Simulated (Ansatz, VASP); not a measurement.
**In3Se: VASP beside Ansatz**

```
CELL_PARAMETERS angstrom
4.80376 0.00000 0.00000
0.00000 4.80376 0.00000
0.00000 0.00000 4.80376
ATOMIC_POSITIONS crystal
In 0.50000 0.50000 0.00000
In 0.50000 0.00000 0.50000
In 0.00000 0.50000 0.50000
Se 0.00000 0.00000 0.00000
```

Alike in both runs: functional PBE; k mesh 6 × 6 × 6; occupations fermi-dirac, width 0.05 eV; no spin polarisation.

|  | VASP | Ansatz |
| --- | --- | --- |
| version | VASP 6.6.1 | Ansatz 0.2.0 |
| potentials or method | VASP PAW PBE potentials, release 64 (In_d, Se), cutoff 520 eV | all-electron LAPW, scalar-relativistic |
| task | single point | band structure |

```tsv
	VASP	Ansatz	Ansatz less VASP
gap on the k mesh at the Fermi level (eV)	none	none	-
pressure (GPa)	-0.3	-0.3	+0.03
```

A gap of «none» marks a metal or a gap that the smearing closes. Ansatz ran all-electron here, so the differences hold the error of VASP's frozen core and of both bases.

Caveats: spin-orbit coupling is left out, which moves the levels of the heavy elements (Ansatz).
